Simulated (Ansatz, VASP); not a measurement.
**One calculation of BeTe, two programs**

```
CELL_PARAMETERS angstrom
0.00000 2.83146 2.83146
2.83146 0.00000 2.83146
2.83146 2.83146 0.00000
ATOMIC_POSITIONS crystal
Be 0.00000 0.00000 0.00000
Te 0.75000 0.75000 0.75000
```

The cell comes from a database or a generator and needn't be the stable form of this composition.

Alike in both runs: task relaxation of cell and atoms; functional r2SCAN; k mesh 8 × 8 × 8; occupations gaussian, width 0.02 eV; no spin polarisation.

|  | VASP | Ansatz |
| --- | --- | --- |
| version | VASP 6.6.1 | Ansatz 0.2.0 |
| potentials or method | VASP PAW PBE potentials, release 64 (Be, Te) | scalar-relativistic, plane waves, PAW |
| plane-wave cutoff (eV) | 600 | 500 |
| valence electrons in the cell | 8 | 18 |

```csv
,VASP,Ansatz,Ansatz less VASP
"gap on the k mesh at the Fermi level, each at its own relaxed structure (eV)",2.38,2.37,-0.003
relaxed volume (Å³/atom),22.70,22.60,-0.099
relaxed cell length with the largest relative difference (Å),4.004,3.998,-0.0059
```

The two sets of potentials don't hold the same shells in valence.

Caveats: the relaxation stopped at its first step, so nothing moved; the PAW data sets were made with another functional, which shifts forces and pressure a little (VASP); spin-orbit coupling is left out, which moves the levels of the heavy elements. A k mesh can miss the band edges. r2SCAN opens gaps a little over a GGA but as a rule still falls short of measured ones.
